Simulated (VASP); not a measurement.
Energy against volume of LaAlO₃ (cubic perovskite). Method: SCAN meta-GGA, VASP's PBE PAW potentials (set 64) (plane waves; VASP 6.6.1). Settings: 520 eV cut-off, 6×6×6 Γ-centred mesh, Gaussian smearing of 0.050 eV, potentials La Al O.

| V (Å³/atom) | E (eV/atom) |
|---|---|
| 10.468 | -17.59065 |
| 10.791 | -17.59799 |
| 11.115 | -17.59227 |
| 11.439 | -17.57541 |

Problem. Fit these four points and predict the energy of the run at 10.144 Å³/atom.

Solution. A cubic in V^(−2/3), the third-order Birch-Murnaghan form, passes through the four points with V0 = 10.80 Å³/atom and B0 = 214 GPa, and gives -17.5679 eV/atom there. The run gave -17.5680 eV/atom, -0.2 meV/atom from the fit; all five points give B0 = 214 GPa.

The compound is LaAlO3 in the cubic perovskite structure, the ideal cubic form; the compound distorts at low or room temperature. It was relaxed first.
